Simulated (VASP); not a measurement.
Wanted: the native input for a VASP 6.6.1 run.

```yaml
Task: single point
Functional: PBE
Potentials_or_basis: VASP PAW PBE potentials, release 64 (Na_pv, F)
Cutoff: 520 eV
k_mesh: 6 × 6 × 6
Occupations: gaussian, width 0.01 eV
Spin: no spin polarisation
Dipole_correction: no
Further_INCAR_settings: ALGO = Normal; EDIFF = 1e-06; NBANDS = 14
```

The structure of NaF lies in POSCAR:

```
NaF
1.0
    2.7934852186      0.0000000000      0.0000000000
    0.0000000000      2.7934852186      0.0000000000
    0.0000000000      0.0000000000      2.7934852186
Na F
1 1
Direct
    0.0000000000      0.0000000000      0.0000000000
    0.5000000000      0.5000000000      0.5000000000
```

The cell was built by a generator and needn't be a form met in nature.

One way to write it, as run:

INCAR

```
PREC = Accurate
ENCUT = 520
EDIFF = 1E-6
ISMEAR = 0
SIGMA = 0.01
LREAL = False
LASPH = True
NELM = 80
ALGO = Normal
ISIF = 2
LWAVE = False
LCHARG = False
GGA = PE
NBANDS = 14
```

KPOINTS

```
Automatic mesh
0
Gamma
  6 6 6
```

Potentials or basis: VASP PAW PBE potentials, release 64 (Na_pv, F).

Run with:

```bash
$ cat potpaw_PBE.64/Na_pv/POTCAR potpaw_PBE.64/F/POTCAR > POTCAR
$ mpirun -np 1 vasp_std > vasp.out
```

It gave:

```yaml
Pressure: 4.2 GPa
Band_gap_on_the_k_mesh: 6.11 eV, indirect (least direct gap 6.45 eV)
```

Run time: 3 s on 1 thread of Intel(R) Xeon(R) Platinum 8559C (Emerald Rapids), on a shared host, peak memory 0.13 GiB.
